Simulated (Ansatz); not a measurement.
# Ge: the cost of one run

Method: DFT PBE, scalar-relativistic, plane waves, PAW, in Ansatz 0.2.0.

## (1) The structure to begin with

The structure is hexagonal, space group P6_3/mmc (No. 194). Conventional cell: a = 3.998 Å, b = 3.998 Å, c = 6.599 Å, α = 90.00°, β = 90.00°, γ = 120.00°. Ge (site symmetry 3m) is surrounded by 4 Ge at 2.45 to 2.47 Å.

As a file:

```cif
data_structure
_symmetry_space_group_name_H-M 'P 1'
_symmetry_Int_Tables_number 1
_cell_length_a 9.5652
_cell_length_b 9.5652
_cell_length_c 13.6886
_cell_angle_alpha 109.428
_cell_angle_beta 109.428
_cell_angle_gamma 92.750
_cell_volume 1096.00
loop_
_atom_site_label
_atom_site_type_symbol
_atom_site_fract_x
_atom_site_fract_y
_atom_site_fract_z
_atom_site_occupancy
Ge1 Ge 0.69812 0.36478 0.00000 1
Ge2 Ge 0.19812 0.86478 0.00000 1
Ge3 Ge 0.03145 0.19812 0.16667 1
Ge4 Ge 0.53145 0.69812 0.16667 1
Ge5 Ge 0.36478 0.03145 0.33333 1
Ge6 Ge 0.86478 0.53145 0.33333 1
Ge7 Ge 0.69812 0.86478 0.50000 1
Ge8 Ge 0.19812 0.36478 0.50000 1
Ge9 Ge 0.03145 0.69812 0.66667 1
Ge10 Ge 0.53145 0.19812 0.66667 1
Ge11 Ge 0.36478 0.53145 0.83333 1
Ge12 Ge 0.86478 0.03145 0.83333 1
Ge13 Ge 0.11478 0.44812 0.00000 1
Ge14 Ge 0.61478 0.94812 0.00000 1
Ge15 Ge 0.44812 0.28145 0.16667 1
Ge16 Ge 0.94812 0.78145 0.16667 1
Ge17 Ge 0.78145 0.11478 0.33333 1
Ge18 Ge 0.28145 0.61478 0.33333 1
Ge19 Ge 0.11478 0.94812 0.50000 1
Ge20 Ge 0.61478 0.44812 0.50000 1
Ge21 Ge 0.44812 0.78145 0.66667 1
Ge22 Ge 0.94812 0.28145 0.66667 1
Ge23 Ge 0.78145 0.61478 0.83333 1
Ge24 Ge 0.28145 0.11478 0.83333 1
Ge25 Ge 0.38522 0.05188 0.00000 1
Ge26 Ge 0.88522 0.55188 0.00000 1
Ge27 Ge 0.71855 0.88522 0.16667 1
Ge28 Ge 0.21855 0.38522 0.16667 1
Ge29 Ge 0.05188 0.71855 0.33333 1
Ge30 Ge 0.55188 0.21855 0.33333 1
Ge31 Ge 0.38522 0.55188 0.50000 1
Ge32 Ge 0.88522 0.05188 0.50000 1
Ge33 Ge 0.71855 0.38522 0.66667 1
Ge34 Ge 0.21855 0.88522 0.66667 1
Ge35 Ge 0.05188 0.21855 0.83333 1
Ge36 Ge 0.55188 0.71855 0.83333 1
Ge37 Ge 0.80188 0.13522 0.00000 1
Ge38 Ge 0.30188 0.63522 0.00000 1
Ge39 Ge 0.13522 0.96855 0.16667 1
Ge40 Ge 0.63522 0.46855 0.16667 1
Ge41 Ge 0.46855 0.80188 0.33333 1
Ge42 Ge 0.96855 0.30188 0.33333 1
Ge43 Ge 0.80188 0.63522 0.50000 1
Ge44 Ge 0.30188 0.13522 0.50000 1
Ge45 Ge 0.13522 0.46855 0.66667 1
Ge46 Ge 0.63522 0.96855 0.66667 1
Ge47 Ge 0.46855 0.30188 0.83333 1
Ge48 Ge 0.96855 0.80188 0.83333 1
```

The runs take a perfect supercell of 48 atoms; the defect goes to fractional position (0.417, 0.750, 0.917).

## (2) The perfect supercell

Contents of input.yaml:

```yaml
crystal:
  lattice:
    - [-5.996379, 3.462011, 6.599378]
    - [5.996379, -3.462011, 6.599378]
    - [5.996379, 10.386033, -6.599378]
  atoms:
    - { symbol: Ge, position: [0.698117, 0.364784, 0.0] }
    - { symbol: Ge, position: [0.198117, 0.864784, 0.0] }
    - { symbol: Ge, position: [0.03145, 0.198117, 0.166667] }
    - { symbol: Ge, position: [0.53145, 0.698117, 0.166667] }
    - { symbol: Ge, position: [0.364784, 0.031451, 0.333333] }
    - { symbol: Ge, position: [0.864784, 0.531451, 0.333333] }
    - { symbol: Ge, position: [0.698117, 0.864784, 0.5] }
    - { symbol: Ge, position: [0.198117, 0.364784, 0.5] }
    - { symbol: Ge, position: [0.03145, 0.698117, 0.666667] }
    - { symbol: Ge, position: [0.53145, 0.198117, 0.666667] }
    - { symbol: Ge, position: [0.364784, 0.531451, 0.833333] }
    - { symbol: Ge, position: [0.864784, 0.031451, 0.833333] }
    - { symbol: Ge, position: [0.114784, 0.448117, 0.0] }
    - { symbol: Ge, position: [0.614784, 0.948117, 0.0] }
    - { symbol: Ge, position: [0.448117, 0.28145, 0.166667] }
    - { symbol: Ge, position: [0.948117, 0.78145, 0.166667] }
    - { symbol: Ge, position: [0.781451, 0.114784, 0.333333] }
    - { symbol: Ge, position: [0.281451, 0.614784, 0.333333] }
    - { symbol: Ge, position: [0.114784, 0.948117, 0.5] }
    - { symbol: Ge, position: [0.614784, 0.448117, 0.5] }
    - { symbol: Ge, position: [0.448117, 0.78145, 0.666667] }
    - { symbol: Ge, position: [0.948117, 0.28145, 0.666667] }
    - { symbol: Ge, position: [0.781451, 0.614784, 0.833333] }
    - { symbol: Ge, position: [0.281451, 0.114784, 0.833333] }
    - { symbol: Ge, position: [0.385216, 0.051883, 0.0] }
    - { symbol: Ge, position: [0.885216, 0.551883, 0.0] }
    - { symbol: Ge, position: [0.718549, 0.885216, 0.166667] }
    - { symbol: Ge, position: [0.218549, 0.385216, 0.166667] }
    - { symbol: Ge, position: [0.051883, 0.71855, 0.333333] }
    - { symbol: Ge, position: [0.551883, 0.21855, 0.333333] }
    - { symbol: Ge, position: [0.385216, 0.551883, 0.5] }
    - { symbol: Ge, position: [0.885216, 0.051883, 0.5] }
    - { symbol: Ge, position: [0.718549, 0.385216, 0.666667] }
    - { symbol: Ge, position: [0.218549, 0.885216, 0.666667] }
    - { symbol: Ge, position: [0.051883, 0.21855, 0.833333] }
    - { symbol: Ge, position: [0.551883, 0.71855, 0.833333] }
    - { symbol: Ge, position: [0.801883, 0.135216, 0.0] }
    - { symbol: Ge, position: [0.301883, 0.635216, 0.0] }
    - { symbol: Ge, position: [0.135216, 0.968549, 0.166667] }
    - { symbol: Ge, position: [0.635216, 0.468549, 0.166667] }
    - { symbol: Ge, position: [0.46855, 0.801883, 0.333333] }
    - { symbol: Ge, position: [0.96855, 0.301883, 0.333333] }
    - { symbol: Ge, position: [0.801883, 0.635216, 0.5] }
    - { symbol: Ge, position: [0.301883, 0.135216, 0.5] }
    - { symbol: Ge, position: [0.135216, 0.468549, 0.666667] }
    - { symbol: Ge, position: [0.635216, 0.968549, 0.666667] }
    - { symbol: Ge, position: [0.46855, 0.301883, 0.833333] }
    - { symbol: Ge, position: [0.96855, 0.801883, 0.833333] }
basis:
  ecutwfc: 420
  fft_grid_basis: typed
kpoints:
  mp_grid: { grid: [2, 2, 2] }
hamiltonian:
  xc: pbe
  pseudopotentials: { kind: paw }
scf:
  occupations: { method: gaussian, width: 0.05 }
output:
  forces: true
  stress: false
  eigenvalues: true
  bader: false
  write_density: true
  volumetric_format: npy
```

On the command line:

```sh
ansatz run input.yaml --threads 8 --pin off --max-ram 16384MiB --backend cpu --events-out ev --progress --plain --runs-dir out
```

**Question.** How long does this run take on 8 threads of Arm Neoverse V2, shared host, and how much memory does it need?

About 17 s, with a peak of 8.9 GiB.
